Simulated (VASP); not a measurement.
Input of a VASP 6.6.1 run:

File INCAR:

```
PREC = Accurate
ENCUT = 520
EDIFF = 1E-7
ISMEAR = 0
SIGMA = 0.03
LREAL = F
LASPH = T
NELM = 80
ALGO = Normal
ISIF = 2
LWAVE = F
LCHARG = F
NBANDS = 17
```

File KPOINTS:

```
Automatic mesh
0
Gamma
  10 10 10
```

The input POSCAR:

```
PbSe
1.0
    0.0000000000      3.0621500000      3.0621500000
    3.0621500000      0.0000000000      3.0621500000
    3.0621500000      3.0621500000      0.0000000000
Pb Se
1 1
Direct
    0.0000000000      0.0000000000      0.0000000000
    0.5000000000      0.5000000000      0.5000000000
```

Potentials or basis: VASP PAW LDA potentials, release 64 (Pb_d, Se).

Launch:

```bash
$ cat potpaw_LDA.64/Pb_d/POTCAR potpaw_LDA.64/Se/POTCAR > POTCAR
$ mpirun -np 1 vasp_std > vasp.out
```

(1) What does it give for the pressure?

(2) Predict the band gap on the k mesh.

Answers

(1) -2.1 GPa.

(2) 0.17 eV, direct.

Caveat: spin-orbit coupling is left out, which moves the levels of the heavy elements.

**Measured values to compare with.**

From a printed reference work, monograph, for a bulk crystal of PbSe at 4.2 K: band gap 0.15 eV (direct).

Against the measured gap of PbSe, 0.15 eV (direct; 4.2 K; a printed reference work, monograph), the calculated 0.17 eV is off by +0.02 eV. 2 values of this kind are on record (0.15 to 0.28 eV); this one was drawn at random. Spin-orbit coupling on Pb, Se is left out. The value is that of LDA on a finite k mesh, which can miss the band edges, without temperature or zero-point motion.
